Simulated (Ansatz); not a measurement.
# NiO2 under changes of volume

One of the cells (15.832 Å³/atom); the others are scaled copies at fixed shape and fractional positions:

```
Ni O
1.0
     1.40213    0.80952    6.97429
    -1.40213    0.80952    6.97429
     0.00000   -1.61904    6.97429
Ni O
1 2
Direct
  0.00000 0.00000 0.00000
  0.37879 0.37879 0.37879
  0.62121 0.62121 0.62121
```

The cell comes from a database or a generator and needn't be the stable form of this composition.

| Item | Value |
| --- | --- |
| Program | Ansatz 0.2.0 |
| Functional | LDA |
| Potentials or basis | Ansatz PAW |
| Cutoff | 420 eV (not typed: the program's choice for these potentials) |
| k mesh | 11 × 11 × 11 |
| Occupations | fermi-dirac, width 0.05 eV |
| Spin | collinear spin, ferromagnetic start |
| Starting moments | [1.0, 0.0, 0.0] μB |

```tsv
volume (Å³/atom)	energy over the lowest point (meV/atom)	pressure (GPa)	gap on the mesh (eV)	largest force (eV/Å)
14.882	0.00	0.0	1.29	0.122
15.199	3.02	-3.0	1.26	0.432
15.516	11.54	-5.6	1.23	0.715
15.832	24.93	-7.9	1.19	0.975
16.149	42.69	-10.0	1.16	1.214
16.466	64.29	-11.8	1.13	1.432
16.782	?	?	?	?
```

Q: What does the run at 16.782 Å³/atom give?

A: Energy over the lowest point 89.35 meV/atom; pressure -13.5 GPa; gap on the mesh 1.10 eV; largest force 1.633 eV/Å.

Worked out: A Birch-Murnaghan fit of order 3 (a polynomial in V^(-2/3)) to the other rows has its minimum at 14.88 Å³/atom, just outside them, with B0 = V·E''(V) = 148 GPa and B' = 4.7 at fixed shape and positions, which overstates the stiffness. It gives 89.22 meV/atom at 16.782 Å³/atom, against the run's 89.35, and -dE/dV = -13.4 GPa, against -13.5. A straight line through the other rows of the gap, of slope -1.61 eV per unit of ln V, extrapolates to 1.10 eV, against the run's 1.10.

Energies are extrapolated to zero smearing.

Caveats: odd divisions of the mesh miss points on the zone boundary, where band edges often lie, so the gap on the mesh can be too wide; the PAW data sets come from PBE, with cores solved anew for the run's functional, which leaves a small shift of forces and pressure; the starting moments weren't kept; forces of over 1 eV/Å show positions far from the minimum, so gaps and moduli don't describe the material at rest (some runs).

A mesh can miss the band edges.
